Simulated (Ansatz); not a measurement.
# Cu/BN/Cu: conductance against the thickness of the layer, part 6 of 6

Wanted: T(E), the conductance and its decay constant for Cu/BN/Cu. Both electrodes are Cu fcc(001); the barrier is BN zinc blende(001) (B and B faces). In the first transport cell, after relaxation, the nearest pair of electrode and barrier is Cu–B at 2.36 Å, at a slant, at the lower face and Cu–B at 2.36 Å, at a slant, at the upper one. All share a net of side 2.567 Å, which strains the lower electrode by +0.0 % and the barrier by +0.0 %, against typed lattice constants near PBE's. The first steps treat the bulk electrodes alone.

Ansatz 0.2.0; PBE DFT, plane waves, PAW files (the session's first sound run).

So far. Step 11 (Conductance on a fine mesh, atomic planes in the …): G = 1.9e5 S/m² (1/G = 5.2e6 Ω µm²), 0.16 times the step before of this kind. The largest error estimate is 21 %, from the mesh across the current. In the worse lead the potential repeats within 9.7 meV, which the program lets pass. Step 13 (Decay with thickness): From the end points alone, β = ln(3.32e+12 / 1.94e+05) / 16.30 Å = 16.66 / 16.30 Å = 1.02 Å⁻¹.

## 14. A check of the settings, 33 atoms

This step: PBE DFT, plane waves, PAW files; ballistic transmission by layer matching between semi-infinite leads; changed: output.transmission.kmesh = [10, 10] (Ansatz 0.2.0).

System of this step: Cu/BN/Cu. The cell holds 33 atoms: 22 Cu, 6 B and 5 N. Its edges and angles: a = 2.567 Å, b = 2.567 Å, c = 62.525 Å, α = 90.0°, β = 90.0°, γ = 90.0°. Regions: left electrode, 11 atoms (11 Cu); barrier, 11 atoms (6 B and 5 N); right electrode, 11 atoms (11 Cu). Vacuum lies along c.

It is meant to test whether the mesh across the current is converged. Where the input is shown as a difference, that is against the step before, not the twin.

Contents of input.yaml:

```yaml
crystal:
  lattice:
    - [2.567, 0.0, 0.0]
    - [0.0, 2.567, 0.0]
    - [0.0, 0.0, 62.5253627015]
  atoms:
    - { symbol: Cu, position: [0.0, 0.0, 0.1119545685] }
    - { symbol: Cu, position: [0.5, 0.5, 0.1409327523] }
    - { symbol: Cu, position: [0.0, 0.0, 0.1699109361] }
    - { symbol: Cu, position: [0.5, 0.5, 0.19888912] }
    - { symbol: Cu, position: [0.0, 0.0, 0.2278673038] }
    - { symbol: Cu, position: [0.5, 0.5, 0.2568454876] }
    - { symbol: Cu, position: [0.0, 0.0, 0.2858236715] }
    - { symbol: Cu, position: [0.5, 0.5, 0.3148018553] }
    - { symbol: Cu, position: [0.0, 0.0, 0.3437800392] }
    - { symbol: Cu, position: [0.5, 0.5, 0.372758223] }
    - { symbol: Cu, position: [0.0, 0.0, 0.4031359119] }
    - { symbol: B, position: [0.5, 0.5, 0.4272841865] }
    - { symbol: "N", position: [0.0, 0.5, 0.4419715767] }
    - { symbol: B, position: [0.0, 0.0, 0.4565656371] }
    - { symbol: "N", position: [0.5, 0.0, 0.4710218181] }
    - { symbol: B, position: [0.5, 0.5, 0.4855175178] }
    - { symbol: "N", position: [0.0, 0.5, 0.5000003175] }
    - { symbol: B, position: [0.0, 0.0, 0.5144831006] }
    - { symbol: "N", position: [0.5, 0.0, 0.5289787934] }
    - { symbol: B, position: [0.5, 0.5, 0.5434349542] }
    - { symbol: "N", position: [0.0, 0.5, 0.5580289862] }
    - { symbol: B, position: [0.0, 0.0, 0.5727163264] }
    - { symbol: Cu, position: [0.5, 0.5, 0.596864488] }
    - { symbol: Cu, position: [0.0, 0.0, 0.627241777] }
    - { symbol: Cu, position: [0.5, 0.5, 0.6562199608] }
    - { symbol: Cu, position: [0.0, 0.0, 0.6851981447] }
    - { symbol: Cu, position: [0.5, 0.5, 0.7141763285] }
    - { symbol: Cu, position: [0.0, 0.0, 0.7431545124] }
    - { symbol: Cu, position: [0.5, 0.5, 0.7721326962] }
    - { symbol: Cu, position: [0.0, 0.0, 0.80111088] }
    - { symbol: Cu, position: [0.5, 0.5, 0.8300890639] }
    - { symbol: Cu, position: [0.0, 0.0, 0.8590672477] }
    - { symbol: Cu, position: [0.5, 0.5, 0.8880454315] }
kpoints:
  mp_grid: { grid: [10, 10, 1] }
scf:
  occupations: { method: fermi_dirac, width: 0.1 }
  max_iter: 150
hamiltonian:
  xc: pbe
output:
  transmission:
    kmesh: [10, 10]
    e_range: [-4, 2]
    de: 0.1
    leads: [[4, 5], [27, 28]]
  dos: { projected: true, e_range: [-6, 5], de: 0.05 }
  write_potential: true
  write_density: true
  volumetric_format: npy
```

On the command line:

```bash
$ ansatz run input.yaml --threads 4 --pin off --max-ram 12288MiB --backend cpu --events-out ev --progress --plain --runs-dir out
```

Numbers of over 12 decimals in the logs are rounded to 6 here.

What it wrote:

```text
[...]
Crystal: 33 atoms, lattice volume = 412.010 Å³
Basis set: ecut = 420 eV, 8117 PW (Γ)
Bands: 277, of which v1, the nominal top of the filled ones, is band 231 counted from 1 (230 counted from 0)
Symmetry: 8 space group operations
[...]
k-points: 21 of 100
[...]
SCF iter   1: F=—  HF=-148616.896824 eV  |F-HF|=—  |Δ(HF+E_count)|=         —  Δρ=5.82e-3  dr2=7.02e0  ethr=1.77e-3  ⟨swp⟩=6.2  Hψ=21433  notcnv=0  defer=285
[...]
SCF iter  11: F=-148616.823389 eV  HF=-148616.823389 eV  |F-HF|=4.80e-9  |Δ(HF+E_count)|=   4.21e-8  Δρ=1.92e-6  dr2=3.03e-8  ethr=2.17e-11  ⟨swp⟩=12.0  Hψ=24268  notcnv=0
SCF 1 converged in 11 iterations: F = -148616.823389 eV  dr2 = 3.03e-8
[...]
transmission: 196 of 1944 steps passed
transmission: 392 of 1944 steps passed
[...]
transmission: 1944 of 1944 steps passed
[...]
SCF converged after 11 iterations
Free energy (F): -148616.823389 eV
[...]
Internal energy: -148616.530394 eV  (E = F + TS)
E sigma→0 (E₀):  -148616.676892 eV
Entropy (-TS):   -0.292995 eV (-8.879 meV/atom)
Fermi energy:    11.800150 eV
[...]
--- Band table (eV; the first three rows and the last of 21) ---
  k-point 0: bands = [... 227 lower, 10.2864, 10.3146, 10.3552, 10.3596, 10.3596, 10.3626, 10.3626, 10.3630, ... 42 higher]
  k-point 1: bands = [... 227 lower, 10.2838, 10.2847, 10.3117, 10.3122, 10.3225, 10.3729, 10.3731, 10.8858, ... 42 higher]
  k-point 2: bands = [... 227 lower, 10.2757, 10.2761, 10.3488, 10.3490, 10.3515, 10.8487, 10.9470, 11.6720, ... 42 higher]
  k-point 20: bands = [... 227 lower, 13.8479, 14.0442, 14.0681, 14.3272, 14.5139, 14.7454, 14.8547, 14.9520, ... 42 higher]
--- Transmission ---
  basis      : 61 plane waves across, 54 finite elements along
  points     : 36, standing for a mesh of 10 x 10
[...]
channels       : 8.100000e-1 a spin
[...]
slowest decay  : 0.1367 /Å at (0.5000, 0.2000)
[...]
channels       : 8.100000e-1 a spin
[...]
slowest decay  : 0.1392 /Å at (0.2000, 0.5000)
  junction   : crystal 0 to crystal 1, 15.85 to 46.26 Å
    transmission   : 4.672940e-5 a spin
[...]
```

Elapsed: 4.6 min, on 4 threads of Arm Neoverse V1, shared host; peak memory 3.9 GiB.

Residual by cycle:

cycle, log10 residual and a bar from the least value:
```
        1        0.8 ##############################
        2       -0.8 ########################
        3       -1.5 ######################
        4       -2.3 ###################
        5       -3.0 ################
        6       -3.9 #############
        7       -4.6 ##########
        8       -5.1 #########
        9       -5.9 ######
       10       -6.8 ###
       11       -7.5
```

The run finished with changed settings (output.transmission.kmesh = [10, 10]); it serves as a test.

The transmission at the Fermi level, both spins, is 9.3e-5 against 1.1e-4 in the twin: a change of -18 %.

The two runs compared:

| quantity | this run | sound run | difference |
| --- | --- | --- | --- |
| transmission at the Fermi level (a spin, zone mean) | 4.673e-5 | 5.695e-5 | -1.0e-5 |
| channels of the lower lead | 0.81 | 0.88265 | -0.0727 |
| channels of the upper lead | 0.81 | 0.88265 | -0.0727 |

One result that differs is the transmission at the Fermi level (a spin, zone mean), 4.7e-5 against 5.7e-5.

## 15. A repeat with changed settings, 29 atoms: scf.mixing.algorithm = "anderson" and scf.mixing.beta = 0.1

This step: PBE DFT, plane waves, PAW files; ballistic transmission by layer matching between semi-infinite leads; changed: scf.mixing.algorithm = "anderson", scf.mixing.beta = 0.1 (Ansatz 0.2.0).

System of this step: Cu/BN/Cu. The cell holds 29 atoms: 22 Cu, 4 B and 3 N. Its edges and angles: a = 2.567 Å, b = 2.567 Å, c = 58.903 Å, α = 90.0°, β = 90.0°, γ = 90.0°. Regions: left electrode, 11 atoms (11 Cu); barrier, 7 atoms (4 B and 3 N); right electrode, 11 atoms (11 Cu). Vacuum lies along c.

This run repeats an earlier one, its twin (the conductance run, 7 atomic planes between the electrodes), with two settings changed (scf.mixing.algorithm, scf.mixing.beta; files written aside). It is meant to test whether the numerical route changes the result or only the time. Where the input is shown as a difference, that is against the step before, not the twin.

Contents of input.yaml:

```yaml
crystal:
  lattice:
    - [2.567, 0.0, 0.0]
    - [0.0, 2.567, 0.0]
    - [0.0, 0.0, 58.9031955671]
  atoms:
    - { symbol: Cu, position: [0.0, 0.0, 0.1188390533] }
    - { symbol: Cu, position: [0.5, 0.5, 0.1495992088] }
    - { symbol: Cu, position: [0.0, 0.0, 0.1803593643] }
    - { symbol: Cu, position: [0.5, 0.5, 0.2111195198] }
    - { symbol: Cu, position: [0.0, 0.0, 0.2418796753] }
    - { symbol: Cu, position: [0.5, 0.5, 0.2726398308] }
    - { symbol: Cu, position: [0.0, 0.0, 0.3033999863] }
    - { symbol: Cu, position: [0.5, 0.5, 0.3341601418] }
    - { symbol: Cu, position: [0.0, 0.0, 0.3649202973] }
    - { symbol: Cu, position: [0.5, 0.5, 0.3956804528] }
    - { symbol: Cu, position: [0.0, 0.0, 0.4279261739] }
    - { symbol: B, position: [0.5, 0.5, 0.4535594119] }
    - { symbol: "N", position: [0.0, 0.5, 0.4691499819] }
    - { symbol: B, position: [0.0, 0.0, 0.4846414831] }
    - { symbol: "N", position: [0.5, 0.0, 0.499986626] }
    - { symbol: B, position: [0.5, 0.5, 0.5153591446] }
    - { symbol: "N", position: [0.0, 0.5, 0.5308506155] }
    - { symbol: B, position: [0.0, 0.0, 0.5464411326] }
    - { symbol: Cu, position: [0.5, 0.5, 0.5720742506] }
    - { symbol: Cu, position: [0.0, 0.0, 0.6043195472] }
    - { symbol: Cu, position: [0.5, 0.5, 0.6350797027] }
    - { symbol: Cu, position: [0.0, 0.0, 0.6658398582] }
    - { symbol: Cu, position: [0.5, 0.5, 0.6966000137] }
    - { symbol: Cu, position: [0.0, 0.0, 0.7273601692] }
    - { symbol: Cu, position: [0.5, 0.5, 0.7581203247] }
    - { symbol: Cu, position: [0.0, 0.0, 0.7888804802] }
    - { symbol: Cu, position: [0.5, 0.5, 0.8196406357] }
    - { symbol: Cu, position: [0.0, 0.0, 0.8504007912] }
    - { symbol: Cu, position: [0.5, 0.5, 0.8811609467] }
kpoints:
  mp_grid: { grid: [10, 10, 1] }
scf:
  occupations: { method: fermi_dirac, width: 0.1 }
  max_iter: 150
  mixing: { algorithm: anderson, beta: 0.1 }
hamiltonian:
  xc: pbe
output:
  transmission:
    kmesh: [32, 32]
    e_range: [-0.26, 0.27]
    de: 0.0375
    leads: [[4, 5], [23, 24]]
```

What it wrote:

```text
[...]
Crystal: 29 atoms, lattice volume = 388.142 Å³
Basis set: ecut = 420 eV, 7649 PW (Γ)
Bands: 267, of which v1, the nominal top of the filled ones, is band 223 counted from 1 (222 counted from 0)
Symmetry: 4 space group operations
[...]
k-points: 36 of 100
[...]
SCF iter   1: F=—  HF=-147532.362974 eV  |F-HF|=—  |Δ(HF+E_count)|=         —  Δρ=6.58e-3  dr2=9.22e0  ethr=1.77e-3  ⟨swp⟩=6.1  Hψ=35675  notcnv=0  defer=544
[...]
SCF iter  15: F=-147532.272070 eV  HF=-147532.272070 eV  |F-HF|=2.02e-7  |Δ(HF+E_count)|=   1.45e-7  Δρ=5.35e-6  dr2=7.20e-8  ethr=2.25e-11  ⟨swp⟩=11.6  Hψ=39392  notcnv=0
SCF 1 converged in 15 iterations: F = -147532.272070 eV  dr2 = 7.20e-8
[...]
transmission: 1130 of 11271 steps passed
transmission: 2257 of 11271 steps passed
[...]
transmission: 11271 of 11271 steps passed
SCF converged after 15 iterations
Stability not checked: this state was not tested for a lower state beside it, because the mixer in use, unlike msr1, does not test its closes by its own steps (another_mixer; see scf.mixing.algorithm and scf.lower_state_search)
Free energy (F): -147532.272070 eV
[...]
Internal energy: -147531.979100 eV  (E = F + TS)
E sigma→0 (E₀):  -147532.125585 eV
Entropy (-TS):   -0.292971 eV (-10.102 meV/atom)
Fermi energy:    11.701963 eV
[...]
--- Band table (eV; the first three rows and the last of 36) ---
  k-point 0: bands = [... 219 lower, 10.1882, 10.1882, 10.2614, 10.2614, 10.2644, 10.2645, 10.2648, 10.2649, ... 40 higher]
  k-point 1: bands = [... 219 lower, 10.1855, 10.1856, 10.2135, 10.2141, 10.2312, 10.2747, 10.2750, 10.7827, ... 40 higher]
  k-point 2: bands = [... 219 lower, 10.1776, 10.1780, 10.2506, 10.2508, 10.2529, 10.7490, 10.8490, 11.5723, ... 40 higher]
  k-point 35: bands = [... 219 lower, 13.7937, 13.9485, 13.9842, 14.2805, 14.4854, 14.7076, 14.7869, 15.0525, ... 40 higher]
--- Transmission ---
  basis      : 61 plane waves across, 39 finite elements along
  points     : 289, standing for a mesh of 32 x 32
[...]
filled         : 50.3 meV under the level at which it is neutral
    channels       : 9.072266e-1 a spin
[...]
slowest decay  : 0.0431 /Å at (0.5000, 0.1875)
[...]
filled         : 51.6 meV under the level at which it is neutral
    channels       : 9.072266e-1 a spin
[...]
slowest decay  : 0.0517 /Å at (0.1875, 0.5000)
  junction   : crystal 0 to crystal 1, 15.85 to 42.64 Å
    transmission   : 2.812686e-3 a spin
[...]
resistance     : 3.0057e-1 Ω µm² beyond half of each lead's own
```

Run time: 7.5 min. Hardware: 4 threads; peak memory 3.8 GiB.

This step gave:

```yaml
free_energy: -147532.2721 eV
fermi_energy: 11.70 eV
transmission_at_the_fermi_level_a_spin_zone_mean: 0.002813
junction_conductance: 3.32e12 S/m²
error_estimates_by_source_in_the_log_s_order: 0, 0, 12, 3.1, 0.9 %
resistance_area_product_beyond_the_leads: 0.3006 Ω um²
```

One spin. Table of transmission, zone mean by energy, zero at the Fermi level:

| energy (eV) | transmission, zone mean |
| --- | --- |
| -0.260 | 0.00307 |
| -0.223 | 0.00303 |
| -0.185 | 0.00300 |
| -0.147 | 0.00296 |
| -0.110 | 0.00291 |
| -0.072 | 0.00288 |
| -0.035 | 0.00285 |
| 0.003 | 0.00281 |
| 0.040 | 0.00278 |
| 0.077 | 0.00277 |
| 0.115 | 0.00280 |
| 0.152 | 0.00291 |
| 0.190 | 0.00299 |
| 0.228 | 0.00308 |
| 0.265 | 0.00320 |

One spin. Table of open channels, zone mean, lower lead = upper lead by energy, zero at the Fermi level:

| energy (eV) | open channels, zone mean, lower lead = upper lead |
| --- | --- |
| -0.260 | 0.876 |
| -0.223 | 0.876 |
| -0.185 | 0.892 |
| -0.147 | 0.899 |
| -0.110 | 0.892 |
| -0.072 | 0.899 |
| -0.035 | 0.907 |
| 0.003 | 0.907 |
| 0.040 | 0.915 |
| 0.077 | 0.923 |
| 0.115 | 0.938 |
| 0.152 | 0.938 |
| 0.190 | 0.938 |
| 0.228 | 0.927 |
| 0.265 | 0.919 |

Transmission over k1 and k2. At 0.0025 eV from the Fermi level.

Ten even steps from '_' (0.00 × 1e-2) to '@' (2.24 × 1e-2), each cell a mean:
```
____________..--..______________________________..--..__________
______::..__::##==..______..............______..==##::__..::____
____....________________..................________________....__
____::______........________....::....________........______::__
____@@--__..::::..______..::--++++++--::..______..::::..__--@@__
____----____....________..::====++====::..________....____----__
________________________....::::::::::....______________________
________..________......__________________......________..______
______....__..::::::..__________..__________..::::::..__....____
______..::__::====--..______::------::______..--====::__::..____
______::::__--++++==..____..--======--..____..==++++--__::::____
______..::__::==++--..______::--==--::______..--++==::__::..____
______..::__..------..________..::..________..------..__::..____
________..______......______________________......______..______
______________________......................____________________
____..::____..__________..::--======--::..__________..____::..__
____%%==__..::::..______..::==++++++==::..______..::::..__==%%__
____++..____..::....______..::------::..______....::..____..++__
____________________________..........__________________________
______::..__..----..____..................____..----..__..::____
________..__::##--______________________________--##::__..______
________________________________________________________________
```
Columns: k1 (b1) from -0.5 to 0.469; rows upwards: k2 (b2) from -0.5 to 0.469.

The conductance is 3.3e12 S/m² against 3.3e12 S/m² in the twin: no change within 1 %.

## 16. Summary of results

```
1/G at 8.49 Å gap : 0.301 Ω um²
1/G at 24.8 Å gap : 5.2e6 Ω um²
decay constant β  : 1.02 Å⁻¹
```

**Reading.** A fit of ln G against d gives β = 1.0 Å⁻¹, and step by step the slopes are 1.07, 1.01, 1.08, 1.01, 0.97 and 1.00 Å⁻¹. They agree within a fifth, so G falls as one exponential, by a factor of ten every 2.3 Å. At the Fermi level the layers of the barrier in the wide-window run (11 planes) hold from 0.0012 to 0.24 states an eV and atom. A semilocal functional narrows gaps, which tends to make the decay too slow. The program's largest error estimate on these conductances is 22 %, from the mesh across the current, in the run that gave 1.2e6 S/m². No spin-orbit coupling, phonons, disorder or image charges enter; the interfaces are ordered, one cell wide and lattice-matched by strain. Semilocal gaps are too small, which can bring a band edge of the barrier nearer to the Fermi level than it is.

[Logs are printed without paths, hosts, clocks, repeated set-up lines and the standing remarks that a program may print on its own settings, such as how far it seeks lower states.]

[Hosts, paths, dates, database ids (printed as entryN), source tags and the programs' standing remarks are cut or masked in the printed files.]
